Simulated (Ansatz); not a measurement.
# Ge (Cmmm) in Ansatz: notebook

One crystal, Ge, is run at these levels: PBEsol; tasks: single point.

Program: Ansatz 0.2.0. These are calculated values, not measurements. Logs are shortened: lines on timing, memory, paths and dates and some standing lists are left out, and cuts for length are marked.

**1. Starting point**

The structure is orthorhombic, space group Cmmm (No. 65). The conventional cell has a = 2.794 Å, b = 5.201 Å, c = 2.698 Å, α = 90.00°, β = 90.00°, γ = 90.00°. Ge (site symmetry mmm) has 8 Ge at 2.70 to 2.95 Å as nearest neighbours.

This isn't the form of Ge at room conditions, which is diamond.

**2. Single point, PBEsol, 18.43 Å³/atom (volume scaled by 0.94)**

input.yaml

```yaml
crystal:
  lattice:
    - [1.3686277522, -2.5474293491, 0.0]
    - [1.3686277522, 2.5474293491, 0.0]
    - [0.0, 0.0, 2.6431496057]
  atoms:
    - { symbol: Ge, position: [0.5, 0.5, 0.0] }
kpoints:
  mp_grid: { grid: [11, 11, 10] }
scf:
  occupations: { method: fermi_dirac, width: 0.05 }
hamiltonian:
  xc: pbesol
  pseudopotentials: { kind: all_electron, lapw: { basis_error: 0.0005 } }
output:
  forces: true
  stress: true
  eigenvalues: true
```

Potentials or basis: all-electron LAPW, scalar-relativistic.

Command:

```bash
ansatz run input.yaml --threads 1 --pin off --max-ram 3072MiB --backend cpu --events-out ev --progress --plain --runs-dir out
```

What it wrote:

```text
Warning: RAYON_NUM_THREADS=1 ignored (pool sized by the plan → 1); use --threads N
LAPW: plane waves up to 8.611 Å⁻¹, error target 5.0e-4 eV per atom; small_component_spin mean_spin; Ge in spheres of 1.322 Å, 22 of its electrons in bands, Dirac shells [] (how accurate: hamiltonian.pseudopotentials.lapw.basis_error, Limitations)
Engine: ansatz 0.2.0, x86_64-unknown-linux-gnu
Pseudopotentials: kind: all_electron
Pseudopotential: Ge, LAPW, valence charge 22, lapw/all_electron/scalar/gaussian/Ge, Koelling and Harmon's equation, gaussian nucleus
Functional definition: PBEsol
  exchange = pbesol_x
  correlation = pbesol_c
Crystal: 1 atoms, lattice volume = 18.431 Å³
Basis set: ecut = 282.53086792745967 eV, 199 PW (Γ), exchange–correlation at level 2
Bands: 15, of which v1, the nominal top of the filled ones, is band 11 counted from 1 (10 counted from 0)
Symmetry: 8 space group operations
Space group: Cmmm (ITA 65), of the structure as read, at distance tolerance 2.6e-5 Å
k-points: 216 of 1210
Non-local potential: Ge, projectors of the file, none
Initial density: superposition of atomic densities (chi_scale 0.1, normalization cell)
Initial wavefunctions: plane waves of lowest kinetic energy (no species holds an atomic orbital)
Functional: x = pbesol(κ = 0.804, μ = 0.12345679012345678), c = pbesol(β = 0.046)
iter 1 solved again at ethr=8.21e-5 eV; its pass at ethr=1.00e-1 eV (dr2=1.81e-2 eV) is discarded
SCF iter   1: F=—  HF=-57074.667767 eV  |F-HF|=—  |Δ(HF+E_count)|=         —  Δρ=1.29e-2  dr2=1.81e-2  ethr=8.21e-5  ⟨swp⟩=3.0  Hψ=22073  notcnv=0
preconditioner: auto → none  [metal: Δε(μ)=0.076 eV  Ē_g=26.960 eV  σ=0.050 eV  W_gap=0.36  n_scr=8 (ndim 8)  ℏωp=32.4 eV  f_vac=0.000  D(μ)=0.41/eV (n_scr^D=0)  sad-step TF]
SCF iter   2: F=—  HF=-57074.654286 eV  |F-HF|=—  |Δ(HF+E_count)|=   1.35e-2  Δρ=8.29e-3  dr2=8.74e-3  ethr=8.21e-5  ⟨swp⟩=2.0  Hψ=9478  notcnv=0
SCF iter   3: F=—  HF=-57074.652600 eV  |F-HF|=—  |Δ(HF+E_count)|=   1.69e-3  Δρ=3.12e-3  dr2=1.14e-3  ethr=3.97e-5  ⟨swp⟩=2.0  Hψ=9309  notcnv=0
iter 4 solved again at ethr=1.49e-7 eV; its pass at ethr=5.17e-6 eV (dr2=3.27e-5 eV) is discarded
SCF iter   4: F=—  HF=-57074.652283 eV  |F-HF|=—  |Δ(HF+E_count)|=         —  Δρ=4.86e-4  dr2=3.27e-5  ethr=1.49e-7  ⟨swp⟩=2.0  Hψ=15770  notcnv=0
the basis was enlarged: its passes take 78.6 KiB over the memory plan, 1 of 1 planned eigensolver slots
SCF iter   5: F=—  HF=-57074.652283 eV  |F-HF|=—  |Δ(HF+E_count)|=   5.37e-8  Δρ=2.90e-5  dr2=1.08e-7  ethr=1.49e-7  ⟨swp⟩=2.0  Hψ=9252  notcnv=0
SCF iter   6: F=-57074.652283 eV  HF=-57074.652283 eV  |F-HF|=9.53e-10  |Δ(HF+E_count)|=   5.43e-8  Δρ=3.10e-6  dr2=1.39e-9  ethr=4.93e-10  ⟨swp⟩=2.3  Hψ=9338  notcnv=0
SCF 1 converged in 6 iterations: F = -57074.652283 eV  dr2 = 1.39e-9
SCF converged after 6 iterations
Free energy (F): -57074.652283 eV
Harris-Foulkes:  -57074.652283 eV  (|F-HF|=9.53e-10)
Internal energy: -57074.648629 eV  (E = F + TS)
E sigma→0 (E₀):  -57074.650456 eV
Entropy (-TS):   -0.003654 eV (-3.654 meV/atom)
Fermi energy:    12.842651 eV
--- Per-component energies (eV) ---
  E_band       = -974.850454
  E_kinetic    = 58265.540222
  E_xc         = -2128.011055
  E_electrostatic = -113212.177796  (all electrons and nuclei)
  E_smearing   = -0.003654  (= −TS)
  E_closure    = 0.000000  (closes the sum)
  E_atoms      = -57069.919019  (free atoms, spherical and without spin; not in F)
  Σ components = -57074.652283   (vs F -57074.652283, Δ=0.00e0)
  Basis errors (estimates in eV, not in F): energy 1.7e-4 per atom: plane waves 1.6e-4 (8.4e-5 summed), levels above the bands 1.1e-115, relativity 6.6e-9, radial functions 1.8e-5, core shells 7.4e-11; eigenvalues (radial functions only) 2.7e-5; not estimated: angular momenta, meshes, grids; target (lapw.basis_error) 5.0e-4; muffin-tin radii Ge 1.322 Å
--- Forces (eV/Å), atoms counted from 1 ---
  atom   1  Ge     0.00000000     0.00000000     0.00000000
  max |Σ_I F_I| component: 9.86e-32 eV/Å
--- Stress (GPa, compression-positive) ---
        1.741349       0.000000       0.000000
        0.000000      -1.791461       0.000000
        0.000000       0.000000       0.364037
  P = ⅓ Tr σ = 0.1046 GPa (1.046 kbar)
--- Band table (eV; the first three rows and the last of 216) ---
  k-point 0: bands = ["-150.4458", "-97.7769", "-97.7603", "-97.7236", "-11.8869", "-11.8110", "-11.7507", "-11.6307", "-11.6100", "-0.5052", "19.8756", "20.4522", "22.0700", "23.2499", "25.6998"]
  k-point 1: bands = ["-150.4458", "-97.7768", "-97.7602", "-97.7241", "-11.8649", "-11.8093", "-11.7497", "-11.6385", "-11.6175", "-0.2972", "17.3198", "20.6548", "22.2738", "25.2693", "26.4129"]
  k-point 2: bands = ["-150.4457", "-97.7767", "-97.7601", "-97.7254", "-11.8149", "-11.7978", "-11.7470", "-11.6590", "-11.6372", "0.3243", "13.8798", "21.2402", "22.8625", "26.1397", "28.1516"]
  k-point 215: bands = ["-150.4454", "-97.7784", "-97.7604", "-97.7286", "-11.8270", "-11.7907", "-11.7021", "-11.6429", "-11.5513", "8.0205", "10.3151", "10.8195", "16.2085", "21.5347", "26.8538"]
```

Run time: 8 s. Hardware: 1 thread of Intel Xeon 6975P-C (Granite Rapids), shared host; peak memory 0.39 GiB.

Results:

* Free energy: -57074.6523 eV
* Pressure: 0.1 GPa
* Band gap on the k mesh: none (metal or under the smearing width)

**3. Single point, PBEsol, 18.82 Å³/atom (volume scaled by 0.96)**

Edit input.yaml of step 2 so:

```diff
@@ -2,5 +2,5 @@
   lattice:
-    - [1.3686277522, -2.5474293491, 0.0]
-    - [1.3686277522, 2.5474293491, 0.0]
-    - [0.0, 0.0, 2.6431496057]
+    - [1.3782662934, -2.5653695835, 0.0]
+    - [1.3782662934, 2.5653695835, 0.0]
+    - [0.0, 0.0, 2.6617639486]
   atoms:
```

Potentials or basis: all-electron LAPW, scalar-relativistic.

Command:

```bash
ansatz run input.yaml --threads 1 --pin off --max-ram 3072MiB --backend cpu --events-out ev --progress --plain --runs-dir out
```

Wall time 8.2 s (1 thread of Intel Xeon 6975P-C (Granite Rapids), shared host); peak memory 0.4 GiB.

Results (log left out):

```
Free energy            : -57074.6506 eV
Pressure               : -1.4 GPa
Band gap on the k mesh : none (metal or under the smearing width)
```

**4. Single point, PBEsol, 19.21 Å³/atom (volume scaled by 0.98)**

Edit input.yaml of step 3 so:

```diff
@@ -2,5 +2,5 @@
   lattice:
-    - [1.3782662934, -2.5653695835, 0.0]
-    - [1.3782662934, 2.5653695835, 0.0]
-    - [0.0, 0.0, 2.6617639486]
+    - [1.3877718785, -2.5830623466, 0.0]
+    - [1.3877718785, 2.5830623466, 0.0]
+    - [0.0, 0.0, 2.6801215215]
   atoms:
```

Command:

```bash
ansatz run input.yaml --threads 1 --pin off --max-ram 3072MiB --backend cpu --events-out ev --progress --plain --runs-dir out
```

Run time: 8.2 s. Hardware: 1 thread of Intel Xeon 6975P-C (Granite Rapids), shared host; peak memory 0.4 GiB.

It converged, with:

```
Free energy            : -57074.6454 eV
Pressure               : -2.8 GPa
Band gap on the k mesh : none (metal or under the smearing width)
```

**5. Single point, PBEsol, 19.61 Å³/atom**

Edit input.yaml of step 4 so:

```diff
@@ -2,5 +2,5 @@
   lattice:
-    - [1.3877718785, -2.5830623466, 0.0]
-    - [1.3877718785, 2.5830623466, 0.0]
-    - [0.0, 0.0, 2.6801215215]
+    - [1.397149, -2.600516, 0.0]
+    - [1.397149, 2.600516, 0.0]
+    - [0.0, 0.0, 2.698231]
   atoms:
```

Command:

```bash
ansatz run input.yaml --threads 1 --pin off --max-ram 3072MiB --backend cpu --events-out ev --progress --plain --runs-dir out
```

It took 7.8 s on 1 thread of Intel Xeon 6975P-C (Granite Rapids), shared host; peak memory 0.4 GiB.

Results (log left out):

| Quantity | Value |
| --- | --- |
| Free energy | -57074.6370 eV |
| Pressure | -4.0 GPa |
| Band gap on the k mesh | none (metal or under the smearing width) |

**6. Single point, PBEsol, 20.00 Å³/atom (volume scaled by 1.02)**

Edit input.yaml of step 5 so:

```diff
@@ -2,5 +2,5 @@
   lattice:
-    - [1.397149, -2.600516, 0.0]
-    - [1.397149, 2.600516, 0.0]
-    - [0.0, 0.0, 2.698231]
+    - [1.406401912, -2.6177384622, 0.0]
+    - [1.406401912, 2.6177384622, 0.0]
+    - [0.0, 0.0, 2.7161006002]
   atoms:
```

Potentials or basis: all-electron LAPW, scalar-relativistic.

Command:

```bash
ansatz run input.yaml --threads 1 --pin off --max-ram 3072MiB --backend cpu --events-out ev --progress --plain --runs-dir out
```

Run time: 8.4 s. Hardware: 1 thread of Intel Xeon 6975P-C (Granite Rapids), shared host; peak memory 0.39 GiB.

The run converged. Its results:

- Free energy: -57074.6258 eV
- Pressure: -5.1 GPa
- Band gap on the k mesh: none (metal or under the smearing width)

**7. Single point, PBEsol, 20.39 Å³/atom (volume scaled by 1.04)**

Edit input.yaml of step 6 so:

```diff
@@ -2,5 +2,5 @@
   lattice:
-    - [1.406401912, -2.6177384622, 0.0]
-    - [1.406401912, 2.6177384622, 0.0]
-    - [0.0, 0.0, 2.7161006002]
+    - [1.4155346479, -2.6347372402, 0.0]
+    - [1.4155346479, 2.6347372402, 0.0]
+    - [0.0, 0.0, 2.7337381113]
   atoms:
```

Command:

```bash
ansatz run input.yaml --threads 1 --pin off --max-ram 3072MiB --backend cpu --events-out ev --progress --plain --runs-dir out
```

It took 7.8 s on 1 thread of Intel Xeon 6975P-C (Granite Rapids), shared host; peak memory 0.39 GiB.

The run converged. Its results:

* Free energy: -57074.6120 eV
* Pressure: -6.1 GPa
* Band gap on the k mesh: none (metal or under the smearing width)

**8. Single point, PBEsol, 20.78 Å³/atom (volume scaled by 1.06)**

Edit input.yaml of step 7 so:

```diff
@@ -2,5 +2,5 @@
   lattice:
-    - [1.4155346479, -2.6347372402, 0.0]
-    - [1.4155346479, 2.6347372402, 0.0]
-    - [0.0, 0.0, 2.7337381113]
+    - [1.4245510352, -2.6515194585, 0.0]
+    - [1.4245510352, 2.6515194585, 0.0]
+    - [0.0, 0.0, 2.7511509255]
   atoms:
```

Command:

```bash
ansatz run input.yaml --threads 1 --pin off --max-ram 3072MiB --backend cpu --events-out ev --progress --plain --runs-dir out
```

Run time: 8 s. Hardware: 1 thread of Intel Xeon 6975P-C (Granite Rapids), shared host; peak memory 0.4 GiB.

Results (log left out):

- Free energy: -57074.5961 eV
- Pressure: -6.9 GPa
- Band gap on the k mesh: none (metal or under the smearing width)
